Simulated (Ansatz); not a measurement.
Input and command of a plane-wave DFT calculation in Ansatz:

```yaml
crystal:
  lattice:
    - [2.9379988584, 0.0, 0.0]
    - [-1.4689994292, 2.5443816477, 0.0]
    - [0.0, 0.0, 2.883]
  atoms:
    - { symbol: Ta, position: [0.3333333333, 0.6666666667, 0.5] }
    - { symbol: "N", position: [0.0, 0.0, -0.0520291363] }
basis:
  ecutwfc: 500
kpoints:
  mp_grid: { grid: [18, 18, 16] }
hamiltonian:
  xc: r2scan
scf:
  occupations: { method: gaussian, width: 0.15 }
output:
  forces: true
  stress: true
  eigenvalues: true
```

```bash
ansatz run input.yaml --threads 1 --pin off --max-ram 2560MiB --backend cpu --events-out ev --progress --plain --runs-dir out
```

Processor: Oxide Virtual Turin-like Processor (Zen 5), 1 thread, on a host shared with other jobs.

Problem. Estimate time, memory and problem size.

Solution. About 26 s on 1 thread of Oxide Virtual Turin-like Processor (Zen 5) (shared host), peak memory 0.6 GiB. It solves 13 bands at 522 k points (the mesh reduced by the symmetry that the task leaves, which can be less than the crystal's) with about 551 plane waves, in 8 SCF iterations.
